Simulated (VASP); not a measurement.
# GaSb (Fm-3m) in VASP: settings compared

Aim: see how the results for GaSb move with the level of theory and the settings. Levels: HSE06, PBE. Tasks: single point.

Everything below comes from runs of VASP 6.6.1. Logs are shortened: lines on timing, memory, paths and dates and some standing lists are left out, and cuts for length are marked.

## Step 1: Starting point

It takes space group Fm-3m (No. 225, cubic). The conventional cell has a = 5.746 Å, b = 5.746 Å, c = 5.746 Å, α = 90.00°, β = 90.00°, γ = 90.00°. Around Ga (site symmetry m-3m) lie 6 Sb at 2.87 Å. Around Sb (site symmetry m-3m) lie 6 Ga at 2.87 Å.

The cell was built by a generator and needn't be a form met in nature.

## Step 2: Single point, HSE06

Contents of POSCAR:

```
GaSb
1.0
    0.0000000000      2.8731179487      2.8731179487
    2.8731179487      0.0000000000      2.8731179487
    2.8731179487      2.8731179487      0.0000000000
Ga Sb
1 1
Direct
    0.0000000000      0.0000000000      0.0000000000
    0.5000000000      0.5000000000      0.5000000000
```

Contents of INCAR.step1:

```
SYSTEM = GaSb
PREC = Accurate
ENCUT = 520
EDIFF = 1E-5
ISMEAR = -1
SIGMA = 0.02
LREAL = .FALSE.
LASPH = .TRUE.
NELM = 80
ALGO = Normal
ISIF = 2
LWAVE = .TRUE.
LCHARG = .FALSE.
GGA = PE
NBANDS = 16
```

Contents of INCAR.step2:

```
SYSTEM = GaSb
PREC = Accurate
ENCUT = 520
EDIFF = 1E-6
ISMEAR = -1
SIGMA = 0.02
LREAL = .FALSE.
LASPH = .TRUE.
NELM = 80
ALGO = Normal
ISIF = 2
LWAVE = .FALSE.
LCHARG = .FALSE.
GGA = PE
LHFCALC = .TRUE.
HFSCREEN = 0.2079
PRECFOCK = Normal
ISTART = 1
NBANDS = 16
```

Contents of KPOINTS:

```
Automatic mesh
0
G
  4 4 4
  0 0 0
```

Potentials or basis: VASP PAW PBE potentials, release 64 (Ga_d, Sb).

Command:

```bash
$ cat potpaw_PBE.64/Ga_d/POTCAR potpaw_PBE.64/Sb/POTCAR > POTCAR
$ cp INCAR.step1 INCAR
$ mpirun -np 1 vasp_std > vasp.out
$ cp INCAR.step2 INCAR
$ mpirun -np 1 vasp_std > vasp.out
```

OUTCAR:

```text
SYSTEM = GaSb
   PREC = Accurate
   ENCUT = 520
   EDIFF = 1E-6
   ISMEAR = -1
   LREAL = .FALSE.
   LASPH = .TRUE.
   NELM = 80
   ISIF = 2
   GGA = PE
   LHFCALC = .TRUE.
   HFSCREEN = 0.2079
   PRECFOCK = Normal
   ISTART = 1

 ion  position               nearest neighbor table
   1  0.000  0.000  0.000-   2 2.87   2 2.87   2 2.87   2 2.87   2 2.87   2 2.87
   2  0.500  0.500  0.500-   1 2.87   1 2.87   1 2.87   1 2.87   1 2.87   1 2.87

  LATTYP: Found a face centered cubic cell.
 ALAT       =     5.7462358974

  Lattice vectors:

 A1 = (   0.0000000000,   2.8731179487,   2.8731179487)
 A2 = (   2.8731179487,   0.0000000000,   2.8731179487)
 A3 = (   2.8731179487,   2.8731179487,   0.0000000000)

Analysis of symmetry for initial positions (statically):
=====================================================================
 Subroutine PRICEL returns:
 Original cell was already a primitive cell.

 Routine SETGRP: Setting up the symmetry group for a
 face centered cubic supercell.

 Subroutine GETGRP returns: Found 48 space group operations
 (whereof 48 operations were pure point group operations)
 out of a pool of 48 trial point group operations.

The static configuration has the point symmetry O_h .

Analysis of symmetry for dynamics (positions and initial velocities):
=====================================================================
 Subroutine PRICEL returns:
 Original cell was already a primitive cell.

 Routine SETGRP: Setting up the symmetry group for a
 face centered cubic supercell.

 Subroutine GETGRP returns: Found 48 space group operations
 (whereof 48 operations were pure point group operations)
 out of a pool of 48 trial point group operations.

The dynamic configuration has the point symmetry O_h .

 Subroutine INISYM returns: Found 48 space group operations
 (whereof 48 operations are pure point group operations),
 and found     1 'primitive' translations

----------------------------------------------------------------------------------------

                                     Primitive cell

  volume of cell :      47.4341

  direct lattice vectors                    reciprocal lattice vectors
     0.000000000  2.873117949  2.873117949    -0.174026966  0.174026966  0.174026966
     2.873117949  0.000000000  2.873117949     0.174026966 -0.174026966  0.174026966
     2.873117949  2.873117949  0.000000000     0.174026966  0.174026966 -0.174026966

  length of vectors
     4.063202369  4.063202369  4.063202369     0.301423547  0.301423547  0.301423547

  position of ions in fractional coordinates (direct lattice)
     0.000000000  0.000000000  0.000000000
     0.500000000  0.500000000  0.500000000

  ion indices of the primitive-cell ions
   primitive index   ion index
                 1           1
                 2           2

----------------------------------------------------------------------------------------

 KPOINTS: Automatic mesh

Automatic generation of k-mesh.
 Grid dimensions read from file:
 generate k-points for:    4    4    4

 Generating k-lattice:

  Cartesian coordinates                     Fractional coordinates (reciprocal lattice)
    -0.043506742  0.043506742  0.043506742     0.250000000  0.000000000  0.000000000
     0.043506742 -0.043506742  0.043506742     0.000000000  0.250000000  0.000000000
     0.043506742  0.043506742 -0.043506742     0.000000000  0.000000000  0.250000000

  Length of vectors
     0.075355887  0.075355887  0.075355887

  Shift w.r.t. Gamma in fractional coordinates (k-lattice)
     0.000000000  0.000000000  0.000000000

 Subroutine IBZKPT returns following result:
 ===========================================

 Found      8 irreducible k-points:

 Following reciprocal coordinates:
            Coordinates               Weight
  0.000000  0.000000  0.000000      1.000000
  0.250000  0.000000  0.000000      8.000000
  0.500000  0.000000  0.000000      4.000000
  0.250000  0.250000  0.000000      6.000000
  0.500000  0.250000  0.000000     24.000000
 -0.250000  0.250000  0.000000     12.000000
  0.500000  0.500000  0.000000      3.000000
 -0.250000  0.500000  0.250000      6.000000
   k-points           NKPTS =      8   k-points in BZ     NKDIM =     64   number of bands    NBANDS=     16
   number of dos      NEDOS =    301   number of ions     NIONS =      2
   total plane-waves  NPLWV =  27000
   dimension x,y,z NGX =    30 NGY =   30 NGZ =   30
   dimension x,y,z NGXF=    60 NGYF=   60 NGZF=   60
   ions per type =               1   1
   NGX,Y,Z   is equivalent  to a cutoff of  12.27, 12.27, 12.27 a.u.
   NGXF,Y,Z  is equivalent  to a cutoff of  24.55, 24.55, 24.55 a.u.
 SYSTEM =  GaSb
   PREC   = accura    normal or accurate (medium, high low for compatibility)
   ISTART =      1    job   : 0-new  1-cont  2-samecut
   ICHARG =      0    charge: 1-file 2-atom 10-const
   ISPIN  =      1    spin polarized calculation?
   LNONCOLLINEAR =      F non collinear calculations
   LSORBIT =      F    spin-orbit coupling
   LASPH  =      T    aspherical Exc in radial PAW
   ENCUT  =  520.0 eV  38.22 Ry    6.18 a.u.   7.55  7.55  7.55*2*pi/ulx,y,z
   NELM   =     80;   NELMIN=  2; NELMDL=  0     # of ELM steps
   EDIFF  = 0.1E-05   stopping-criterion for ELM
   LREAL  =      F    real-space projection
   EDIFFG = 0.1E-04   stopping-criterion for IOM
   NSW    =      0    number of steps for IOM
   IBRION =     -1    ionic relax: 0-MD 1-quasi-New 2-CG
   NFREE  =      0    steps in history (QN), initial steepest desc. (CG)
   ISIF   =      2    stress and relaxation
   ISYM   =      3    0-nonsym 1-usesym 2-fastsym
   POTIM  = 0.5000    time-step for ionic-motion
   TEBEG  =    0.0;   TEEND  =   0.0 temperature during run
   PSTRESS=    0.0 pullay stress
   NELECT =      18.0000    total number of electrons
   NUPDOWN=      -1.0000    fix difference up-down
   EMIN   =  10.00;   EMAX   =-10.00  energy-range for DOS
   EFERMI =   0.00;   METHOD = LEGACY
   ISMEAR =    -1;   SIGMA  =   0.02  broadening in eV -4-tet -1-fermi 0-gaus
   EFERMI_NEDOS =   21; number of points for ismear=-14 and -15
   IALGO  =     38    algorithm
   IMIX   =      1    mixing-type and parameters
     AMIX     =   0.40;   BMIX     =  1.00
     AMIX_MAG =   1.60;   BMIX_MAG =  1.00
  volume/ion in A,a.u.               =      23.72       160.05
  Fermi-wavevector in a.u.,A,eV,Ry     =   1.185229  2.239758 19.113021  1.404767
  Thomas-Fermi vector in A             =   2.321427
   LORBIT       =      0    0 simple, 1 ext, 2 COOP (PROOUT), +10 PAW based schemes
   GGA     = PE    functional components
   LHFCALC =     T    Hartree Fock is set to
   PRECFOCK=normal    Normal, Fast or Accurate (Low or Medium for compatibility)
   ENCUT4O =  -1.0   cutoff for four orbital integrals eV
   NKREDX  =     1    reduce k-point grid by
   NKREDY  =     1    reduce k-point grid by
   NKREDZ  =     1    reduce k-point grid by
   AEXX    =    0.2500 exact exchange contribution
   HFSCREEN=    0.2079 screening length (either q_TF or 0.3 A-1)
   HFSCREENC=   0.2079 screening length for correlation (either q_TF or 0.3 A-1)
   ENCUTFOCK=  -1.0 apply spherical cutoff to Coloumb kernel
   IVDW    =     0    specifies the selected vdW correction
   LEPSILON=     F    determine dielectric tensor
   LRPA    =     F    only Hartree local field effects (RPA)
 non-spin polarized calculation
  energy-cutoff  :      520.00
  volume of cell :       47.43
 maximum number of plane-waves:      1298
  NGX = 24; NGY = 24; NGZ = 24

 number of electron      17.9999988 magnetization

 Free energy of the ion-electron system (eV)
  ---------------------------------------------------
  ext. energy  EPLUGINS =         0.00000000
  ---------------------------------------------------
  free energy    TOTEN  =        -7.99084702 eV

  energy without entropy =       -7.98538363  energy(sigma->0) =       -7.98811532

 E-fermi :   6.3891     XC(G=0):  -8.5275

 val. band max:        6.3885409390   @ k =  -0.2500   0.2500   0.0000
 cond. band min:       6.6259184515   @ k =   0.2500   0.0000   0.0000
 fundamental gap:      0.2373775125
 Fermi energy:         6.3890707220

 k-point     1 :       0.0000    0.0000    0.0000
  band No.  band energies     occupation
      1     -10.9845      2.00000
      2     -10.9845      2.00000
      3     -10.9591      2.00000
      4     -10.9591      2.00000
      5     -10.9591      2.00000
      6      -6.9530      2.00000
[... 8 lines left out ...]
     15      13.5268      0.00000
     16      13.5268      0.00000

 k-point     2 :       0.2500    0.0000    0.0000
  band No.  band energies     occupation
      1     -10.9940      2.00000
      2     -10.9940      2.00000
      3     -10.9600      2.00000
      4     -10.9526      2.00000
      5     -10.9526      2.00000
      6      -6.0797      2.00000
[... 8 lines left out ...]
     15      14.9337      0.00000
     16      14.9337      0.00000

 k-point     3 :       0.5000    0.0000    0.0000
  band No.  band energies     occupation
      1     -11.0045      2.00000
      2     -11.0045      2.00000
      3     -10.9616      2.00000
      4     -10.9452      2.00000
      5     -10.9452      2.00000
      6      -4.2841      2.00000
[... 8 lines left out ...]
     15      18.8293      0.00000
     16      18.8293      0.00000

 k-point     4 :       0.2500    0.2500    0.0000
  band No.  band energies     occupation
      1     -11.0169      2.00000
      2     -10.9798      2.00000
      3     -10.9645      2.00000
      4     -10.9485      2.00000
      5     -10.9485      2.00000
      6      -5.7807      2.00000
[... 8 lines left out ...]
     15      17.0809      0.00000
     16      17.0809      0.00000

 k-point     5 :       0.5000    0.2500    0.0000
  band No.  band energies     occupation
      1     -11.0302      2.00000
      2     -10.9894      2.00000
      3     -10.9616      2.00000
      4     -10.9457      2.00000
      5     -10.9412      2.00000
      6      -4.0470      2.00000
[... 8 lines left out ...]
     15      18.7475      0.00000
     16      18.9914      0.00000

 k-point     6 :      -0.2500    0.2500    0.0000
  band No.  band energies     occupation
      1     -11.0082      2.00000
      2     -11.0016      2.00000
      3     -10.9555      2.00000
      4     -10.9509      2.00000
      5     -10.9472      2.00000
      6      -4.7158      2.00000
[... 8 lines left out ...]
     15      15.9330      0.00000
     16      17.7441      0.00000

 k-point     7 :       0.5000    0.5000    0.0000
  band No.  band energies     occupation
      1     -11.0573      2.00000
      2     -10.9751      2.00000
      3     -10.9699      2.00000
      4     -10.9360      2.00000
      5     -10.9360      2.00000
      6      -3.4889      2.00000
[... 8 lines left out ...]
     15      19.5305      0.00000
     16      20.8416      0.00000

 k-point     8 :      -0.2500    0.5000    0.2500
  band No.  band energies     occupation
      1     -11.0367      2.00000
      2     -10.9916      2.00000
      3     -10.9542      2.00000
      4     -10.9542      2.00000
      5     -10.9360      2.00000
      6      -3.1874      2.00000
[... 8 lines left out ...]
     15      17.7103      0.00000
     16      21.2347      0.00000

------------------------ aborting loop because EDIFF is reached ----------------------------------------

  FORCE on cell =-STRESS in cart. coord.  units (eV):
  Direction    XX          YY          ZZ          XY          YZ          ZX
  --------------------------------------------------------------------------------------
  -------------------------------------------------------------------------------------
  Total        0.1626639      0.1626639      0.1626639      0.0000000     -0.0000000      0.0000000
  in kB        5.4942882      5.4942882      5.4942882      0.0000000     -0.0000000      0.0000000
  external PRESSURE =       5.4942882 kB  Pullay stress =       0.0000000 kB

 VOLUME and BASIS-vectors are now :
 -----------------------------------------------------------------------------
  energy-cutoff  :      520.00
  volume of cell :       47.43
      direct lattice vectors                 reciprocal lattice vectors
     0.000000000  2.873117949  2.873117949    -0.174026966  0.174026966  0.174026966
     2.873117949  0.000000000  2.873117949     0.174026966 -0.174026966  0.174026966
     2.873117949  2.873117949  0.000000000     0.174026966  0.174026966 -0.174026966

 POSITION                                       TOTAL-FORCE (eV/Angst)
 -----------------------------------------------------------------------------------
      0.00000      0.00000      0.00000        -0.000000     -0.000000      0.000000
      2.87312      2.87312      2.87312         0.000000      0.000000     -0.000000
 -----------------------------------------------------------------------------------
    total drift:                               -0.000001      0.000006     -0.000008

  FREE ENERGIE OF THE ION-ELECTRON SYSTEM (eV)
  ---------------------------------------------------
  free  energy   TOTEN  =        -7.9908470169 eV

  energy  without entropy=       -7.9853836301  energy(sigma->0) =       -7.98811532
```

Run time: 4.8 min. Hardware: 1 thread of Intel Xeon Platinum 8559C (Emerald Rapids), shared host; peak memory 0.27 GiB.

What came out:

| Property | Result |
| --- | --- |
| Free energy | -7.9908 eV |
| Pressure | 0.5 GPa |
| Band gap on the k mesh | none (metal or under the smearing width) |

Caveat: the k mesh is coarse (spacing up to 0.47 Å⁻¹), so the values aren't converged, least of all with exact exchange; the PAW data sets were made with another functional, which shifts forces and pressure a little. The run has no spin-orbit coupling, so splittings on Sb are missing.

## Step 3: Single point, PBE

Contents of INCAR:

```
SYSTEM = GaSb
  PREC = Accurate
  ENCUT = 520
  EDIFF = 1E-6
  ISMEAR = -1
  SIGMA = 0.02
  LREAL = .False.
  LASPH = .True.
  NELM = 80
  ALGO = Normal
  ISIF = 2
  LWAVE = .False.
  LCHARG = .False.
  GGA = PE
  NBANDS = 16
```

Contents of KPOINTS:

```
Automatic mesh
0
Gamma
  6 6 6
  0 0 0
```

POSCAR is that of step 2.

Potentials or basis: VASP PAW PBE potentials, release 64 (Ga_d, Sb).

Command:

```bash
$ cat potpaw_PBE.64/Ga_d/POTCAR potpaw_PBE.64/Sb/POTCAR > POTCAR
$ mpirun -np 1 vasp_std > vasp.out
```

OUTCAR:

```text
SYSTEM = GaSb
   PREC = Accurate
   ENCUT = 520
   EDIFF = 1E-6
   ISMEAR = -1
   LREAL = .False.
   LASPH = .True.
   NELM = 80
   ISIF = 2
   GGA = PE

 ion  position               nearest neighbor table
   1  0.000  0.000  0.000-   2 2.87   2 2.87   2 2.87   2 2.87   2 2.87   2 2.87
   2  0.500  0.500  0.500-   1 2.87   1 2.87   1 2.87   1 2.87   1 2.87   1 2.87

  LATTYP: Found a face centered cubic cell.
 ALAT       =     5.7462358974

  Lattice vectors:

[... 478 lines left out ...]
     16      20.1093      0.00000

------------------------ aborting loop because EDIFF is reached ----------------------------------------

  FORCE on cell =-STRESS in cart. coord.  units (eV):
  Direction    XX          YY          ZZ          XY          YZ          ZX
  --------------------------------------------------------------------------------------
  -------------------------------------------------------------------------------------
  Total        0.5399099      0.5399099      0.5399099     -0.0000000     -0.0000000      0.0000000
  in kB       18.2365000     18.2365000     18.2365000     -0.0000000     -0.0000000      0.0000000
  external PRESSURE =      18.2365000 kB  Pullay stress =       0.0000000 kB

 VOLUME and BASIS-vectors are now :
 -----------------------------------------------------------------------------
  energy-cutoff  :      520.00
  volume of cell :       47.43
      direct lattice vectors                 reciprocal lattice vectors
     0.000000000  2.873117949  2.873117949    -0.174026966  0.174026966  0.174026966
     2.873117949  0.000000000  2.873117949     0.174026966 -0.174026966  0.174026966
     2.873117949  2.873117949  0.000000000     0.174026966  0.174026966 -0.174026966

 POSITION                                       TOTAL-FORCE (eV/Angst)
 -----------------------------------------------------------------------------------
      0.00000      0.00000      0.00000        -0.000000      0.000000     -0.000000
      2.87312      2.87312      2.87312         0.000000     -0.000000      0.000000
 -----------------------------------------------------------------------------------
    total drift:                               -0.000000      0.000000      0.000000

  FREE ENERGIE OF THE ION-ELECTRON SYSTEM (eV)
  ---------------------------------------------------
  free  energy   TOTEN  =        -6.9047000447 eV

  energy  without entropy=       -6.9005244300  energy(sigma->0) =       -6.90261224
```

Wall time 10 s (1 thread of Intel Xeon Platinum 8559C (Emerald Rapids), shared host); peak memory 0.17 GiB.

What came out:

```yaml
Free_energy: -6.9047 eV
Pressure: 1.8 GPa
Band_gap_on_the_k_mesh: none (metal or under the smearing width)
```

Levels at points of the mesh, in eV from the Fermi level:
| k point | band 5 | band 6 | band 7 | band 8 | band 9 | band 10 | band 11 | band 12 | band 13 | band 14 |
| --- | --- | --- | --- | --- | --- | --- | --- | --- | --- | --- |
| (0.00, 0.00, 0.00) | -15.06 | -12.11 | -0.21 | -0.01 | -0.01 | -0.01 | 6.08 | 6.08 | 6.08 | 6.15 |
| (0.50, 0.00, 0.00) | -15.04 | -9.69 | -7.62 | 0.33 | 0.33 | 2.00 | 2.00 | 2.58 | 2.76 | 11.22 |
| (0.50, 0.50, 0.00) | -15.03 | -8.99 | -5.32 | -4.13 | -2.58 | -2.58 | 2.84 | 8.83 | 8.83 | 11.67 |

The run has no spin-orbit coupling, so splittings on Sb are missing.

(Part 1 of 2 ends here.)
